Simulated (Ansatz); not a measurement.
Runs of Ansatz 0.2.0 on Cs2AgBiBr6. Symmetry: Fm-3m, No. 225, cubic system. Conventional cell: a = 11.232 Å, b = 11.232 Å, c = 11.232 Å, α = 90.00°, β = 90.00°, γ = 90.00°. Bi (site symmetry m-3m) has 6 Br at 2.81 Å as nearest neighbours. Around Cs (site symmetry -43m) lie 12 Br at 3.97 Å. Ag (site symmetry m-3m) has 6 Br at 2.80 Å as nearest neighbours. Br (site symmetry 4mm) is surrounded by 1 Ag at 2.80 Å and 1 Bi at 2.81 Å. 

| task | level | cell | k mesh | cutoff (eV) | points for each segment of the path | gap on the mesh (eV) | pressure (GPa) | relaxed volume (Å³/atom) | largest force (eV/Å) |
| --- | --- | --- | --- | --- | --- | --- | --- | --- | --- |
| relaxation of cell and atoms | PBEsol | relaxed | 4 × 4 × 4 | 420 | - | 1.09 | 0.0 | 35.00 | - |
| relaxation of cell and atoms | LDA | relaxed | 4 × 4 × 4 | 420 | - | 0.94 | 0.0 | 33.26 | 0.01 |
| band structure | PBEsol | as given | 4 × 4 × 4 | 420 | 10 | 1.17 | 0.0 | - | 0.30 |
| relaxation of cell and atoms | r2SCAN | relaxed | 4 × 4 × 4 | 500 | - | 1.67 | 0.0 | (b) | - |
| band structure | r2SCAN | as given | 4 × 4 × 4 | 500 | 10 | 1.67 | 1.0 | - | 0.24 |
| relaxation of cell and atoms | RPBE | relaxed | 3 × 3 × 3 | 420 | - | (a) | 0.0 | (c) | - |
| relaxation of cell and atoms | PBE | relaxed | 4 × 4 × 4 | 420 | - | 1.33 | 0.0 | 37.86 | - |

Alike in all rows: potentials or basis Ansatz PAW; no spin polarisation; smearing fermi-dirac 0.05 eV.

Problem. Fill in the values left out.

Solution. (a) 2.07; (b) 36.46; (c) 41.05.

Caveats: spin-orbit coupling is left out, which as a rule narrows the gap of such compounds by several tenths of an eV; the PAW data sets come from PBE, with cores solved anew for the run's functional, which leaves a small shift of forces and pressure (some runs); the plane-wave basis is chosen anew once the cell has moved, so the energies of steps on either side of that aren't comparable (some runs); the volume moved by over 15 % at a fixed basis, so the end points are rough (some runs); odd divisions of the mesh miss points on the zone boundary, where band edges often lie, so the gap on the mesh can be too wide (some runs).

A k mesh can miss the band edges, and the runs leave out spin-orbit coupling on Ag, Bi, Br, Cs.
